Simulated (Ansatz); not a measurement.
System: CsCl (CsCl type), 2 atoms in the cell.

```
CELL_PARAMETERS angstrom
4.20000 0.00000 0.00000
0.00000 4.20000 0.00000
0.00000 0.00000 4.20000
ATOMIC_POSITIONS crystal
Cs 0.00000 0.00000 0.00000
Cl 0.50000 0.50000 0.50000
```

Code and potentials: Ansatz all-electron PAW datasets made for this crystal. Settings: k-mesh 6×6×6 Γ-centred; Fermi–Dirac smearing of 0.02 eV; no spin polarisation; no spin–orbit coupling. For HSE06: exchange singularity: regularized.

One run gave:

* Pressure: 0.06 GPa
* Gap on the mesh: 5.02 eV

Which level of theory was it?
A. HSE06
B. PBE
C. r²SCAN

B. All runs:

```
          level  pressure (GPa)  gap (eV)
   PBE (200 eV)            0.06      5.02
 HSE06 (340 eV)           -0.26      6.32
r²SCAN (300 eV)           -0.70      5.80
```

Spin–orbit coupling is left out; with heavy elements it can shift the gap and split levels by tenths of an eV. Semilocal functionals give gaps that mostly lie well below measured ones.
